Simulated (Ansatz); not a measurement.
ZrO₂:
```
ZrO2
1.0
    3.58448     0.00000     0.00000
    0.00000     3.58448     0.00000
    0.00000     0.00000     5.17724
Zr O
2 4
Direct
  0.00000   0.00000   0.00000
  0.50000   0.50000   0.50000
  0.00000   0.50000   0.20147
  0.00000   0.50000   0.70147
  0.50000   0.00000   0.29853
  0.50000   0.00000   0.79853
```

Relaxed with PBEsol. Independent-particle spectrum: no excitons, no local fields, no scissors shift; 0.1 eV broadening; ε₁ of the summed bands alone.

Tabulate the dielectric function from PBEsol in the plane-wave PAW code Ansatz.



| E (eV) | ε₁ xx | ε₂ xx | ε₁ zz | ε₂ zz |
|---|---|---|---|---|
| 0.0 | 5.76 | 0.00 | 5.22 | 0.00 |
| 0.3 | 5.77 | 0.00 | 5.22 | 0.00 |
| 0.6 | 5.79 | 0.00 | 5.24 | 0.00 |
| 0.9 | 5.83 | 0.00 | 5.27 | 0.00 |
| 1.2 | 5.89 | 0.00 | 5.32 | 0.00 |
| 1.5 | 5.97 | 0.00 | 5.38 | 0.00 |
| 1.8 | 6.08 | 0.00 | 5.46 | 0.00 |
| 2.1 | 6.21 | 0.00 | 5.55 | 0.00 |
| 2.4 | 6.37 | 0.00 | 5.67 | 0.00 |
| 2.7 | 6.58 | 0.00 | 5.82 | 0.00 |
| 3.0 | 6.85 | 0.00 | 6.00 | 0.00 |
| 3.3 | 7.19 | 0.00 | 6.22 | 0.00 |
| 3.6 | 7.68 | 0.00 | 6.51 | 0.00 |
| 3.9 | 8.46 | 0.00 | 6.91 | 0.00 |
| 4.2 | 9.90 | 0.98 | 7.48 | 0.00 |
| 4.5 | 10.19 | 2.15 | 8.62 | 0.13 |
| 4.8 | 10.56 | 3.90 | 9.47 | 1.73 |
| 5.1 | 9.16 | 4.43 | 9.90 | 3.46 |
| 5.4 | 9.98 | 6.13 | 8.86 | 4.78 |
| 5.7 | 8.47 | 7.48 | 7.10 | 5.18 |
| 6.0 | 5.38 | 8.59 | 7.21 | 5.01 |
| 6.3 | 4.75 | 5.47 | 6.46 | 5.32 |
| 6.6 | 7.79 | 5.71 | 6.77 | 5.00 |
| 6.9 | 6.73 | 7.29 | 7.51 | 4.71 |
| 7.2 | 6.12 | 8.54 | 9.36 | 6.20 |
| 7.5 | 6.09 | 9.96 | 7.74 | 10.89 |
| 7.8 | 3.87 | 11.77 | 4.32 | 10.39 |
| 8.1 | 1.25 | 10.81 | 3.63 | 9.92 |
| 8.4 | -1.39 | 9.67 | 2.11 | 11.62 |
| 8.7 | -0.82 | 7.55 | -0.41 | 10.31 |
| 9.0 | -1.32 | 7.31 | -2.73 | 9.55 |
| 9.3 | -1.16 | 6.89 | -3.12 | 7.31 |
| 9.6 | -2.10 | 6.53 | -3.08 | 5.73 |
| 9.9 | -2.39 | 5.65 | -2.77 | 4.89 |
| 10.2 | -2.75 | 4.99 | -2.56 | 3.96 |
| 10.5 | -2.64 | 3.98 | -1.41 | 3.78 |
| 10.8 | -2.39 | 3.60 | -2.58 | 4.06 |
| 11.1 | -2.25 | 2.92 | -2.91 | 2.81 |
| 11.4 | -2.37 | 2.80 | -2.37 | 1.87 |
| 11.7 | -2.22 | 2.10 | -1.84 | 1.54 |
| 12.0 | -1.83 | 1.88 | -1.45 | 1.23 |

From ε at 4.4 eV (xx: 10.01 + 1.82i), find n, k, the normal reflectivity and the absorption coefficient.

n = 3.18, k = 0.286, R = 28 %, α = 2kE/ħc = 130000 cm⁻¹.

With all bands, ε∞ without local fields is 5.96 (xx = yy), 5.40 (zz). DFPT, with local fields, gives 5.79 (xx = yy), 5.18 (zz).

Space group P4_2/nmc. This is a known high-temperature phase of the composition, computed here at zero pressure and temperature. The PBEsol relaxation kept the symmetry of its start; whether a distortion lowers the energy is not shown. The run is not spin-polarised. Spin–orbit coupling is left out wherever it is not named.

Potentials: the later of the program's two PAW sets.
